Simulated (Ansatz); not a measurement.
In doubt: masses and optical values from hybrid runs of this build are listed as unsure (in some of the runs), which bears on the screening that GW takes from such a start.

Two G0W0 runs on BiOCl (P4/nmm).

```cif
data_structure
_symmetry_space_group_name_H-M 'P 1'
_symmetry_Int_Tables_number 1
_cell_length_a 3.8855
_cell_length_b 3.8855
_cell_length_c 7.3489
_cell_angle_alpha 90.000
_cell_angle_beta 90.000
_cell_angle_gamma 90.000
_cell_volume 110.95
loop_
_atom_site_label
_atom_site_type_symbol
_atom_site_fract_x
_atom_site_fract_y
_atom_site_fract_z
_atom_site_occupancy
Bi1 Bi 0.50000 0.00000 0.32904 1
Bi2 Bi 0.00000 0.50000 0.67096 1
Cl3 Cl 0.00000 0.50000 0.14720 1
Cl4 Cl 0.50000 0.00000 0.85280 1
O5 O 0.00000 0.00000 0.50000 1
O6 O 0.50000 0.50000 0.50000 1
```

The cell and positions come from the Crystallography Open Database and are kept as given unless a step says otherwise. Spin-orbit coupling is left out unless a run names it. PAW set soft_2, made with PBE.

The first (Ansatz 0.2.0; start LDA, 4×4×2 mesh, 878 empty bands, screening to 230 eV; 1 × NVIDIA H100 80GB HBM3 (shared by 3 runs) with 3 threads of AMD EPYC 7R13 (Zen 3), shared host) gave, on its mesh: starting gap 2.57 eV, G0W0 gap 3.80 eV, RPA ε∞ (mean) 6.16, 30 s.

**Question.** The second changes start from LDA to HSE06. What does it give?

It gave: starting gap 3.70 eV, G0W0 gap 4.31 eV, RPA ε∞ (mean) 4.67, 74 s. The G0W0 gap moves by +0.51 eV, +1.13 eV from the start and −0.61 eV from the correction.

Limits: not at the basis limit; no spin-orbit coupling; coarse k mesh.

[Paths, hosts, dates, memory and timing lines, banners, echoed tables and standing remarks are left out of the program output.]

[Logs are printed without paths, hosts, clocks, repeated set-up lines and the standing remarks that a program may print on its own settings, such as how far it seeks lower states.]

[Runs of the session that timed out or met a known fault of the program may be left out.]

[Cells called generated may have been cut or substituted from an entry of the Crystallography Open Database or the Materials Project.]

[Hosts, paths, dates, database ids (printed as entryN), source tags and the programs' standing remarks are cut or masked in the printed files.]
